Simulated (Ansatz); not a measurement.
HfN:

```xyz
2
Lattice="0.0000 2.2560 2.2560 2.2560 0.0000 2.2560 2.2560 2.2560 0.0000" Properties=species:S:1:pos:R:3 pbc="T T T"
Hf    0.0000    0.0000    0.0000
N     2.2560    2.2560    2.2560
```

| Quantity | Value |
| --- | --- |
| Program | Ansatz 0.2.0 |
| Task | relaxation of cell and atoms |
| Functional | LDA |
| Potentials or basis | all-electron LAPW, scalar-relativistic |
| Basis error allowed | 0.001 eV/atom |
| k mesh | 10 × 10 × 10 |
| Occupations | fermi-dirac, width 0.05 eV |
| Spin | no spin polarisation |
| Hubbard terms | Hf d U = 3 eV |

At the start: volume 11.48 Å³/atom.

Question: How do energy, volume and symmetry change on relaxing?

Answer: Over 4 steps the energy falls by 2.1 meV/atom and the volume is 11.32 Å³/atom (-1.4 %); space group Fm-3m (No. 225, to 0.05 Å).

The path:
```
step  energy change (eV)  largest force (eV/Å)  volume (Å³)
   1              0.0000                0.0000        22.96
   2             -0.0031                0.0000        22.48
   3             -0.0041                0.0000        22.64
   4             -0.0041                0.0000        22.64
```

Final structure:
```xyz
2
Lattice="0.0000 2.2454 2.2454 2.2454 0.0000 2.2454 2.2454 2.2454 0.0000" Properties=species:S:1:pos:R:3 pbc="T T T"
Hf    0.0000    0.0000    0.0000
N     2.2454    2.2454    2.2454
```

Caveat: U is the effective U less J, on atomic orbitals that reach past the spheres; U without spin polarisation on a metal has little footing.
